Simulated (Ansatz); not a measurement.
# NiO under changes of volume

One of the cells (9.076 Å³/atom); the others are scaled copies at fixed shape and fractional positions:

```xyz
2
Lattice="0.0000 2.0859 2.0859 2.0859 0.0000 2.0859 2.0859 2.0859 0.0000" Properties=species:S:1:pos:R:3 pbc="T T T"
Ni    0.0000    0.0000    0.0000
O     2.0859    2.0859    2.0859
```

* Program: Ansatz 0.2.0
* Functional: LDA
* Potentials or basis: Ansatz PAW
* Cutoff: 420 eV (not typed: the program's choice for these potentials)
* k mesh: 11 × 11 × 11
* Occupations: fermi-dirac, width 0.05 eV
* Spin: collinear spin, ferromagnetic start
* Starting moments: [1.0, 0.0] μB

| volume (Å³/atom) | energy over the lowest point (meV/atom) | pressure (GPa) |
| --- | --- | --- |
| 8.531 | 0.00 | -7.7 |
| 8.713 | 11.33 | -12.2 |
| 8.894 | ? | ? |
| 9.076 | 48.17 | -19.8 |
| 9.257 | 72.59 | -22.9 |
| 9.439 | 100.23 | -25.7 |
| 9.620 | 130.91 | -28.1 |

Problem. What does the run at 8.894 Å³/atom give?

Solution. Energy over the lowest point 27.63 meV/atom; pressure -16.2 GPa.

Worked out: A Birch-Murnaghan fit of order 3 (a polynomial in V^(-2/3)) to the other rows has no minimum within the range. It gives 27.55 meV/atom at 8.894 Å³/atom, against the run's 27.63, and -dE/dV = -16.3 GPa, against -16.2.

Energies are extrapolated to zero smearing.

Caveats: the PAW data sets come from PBE, with cores solved anew for the run's functional, which leaves a small shift of forces and pressure.
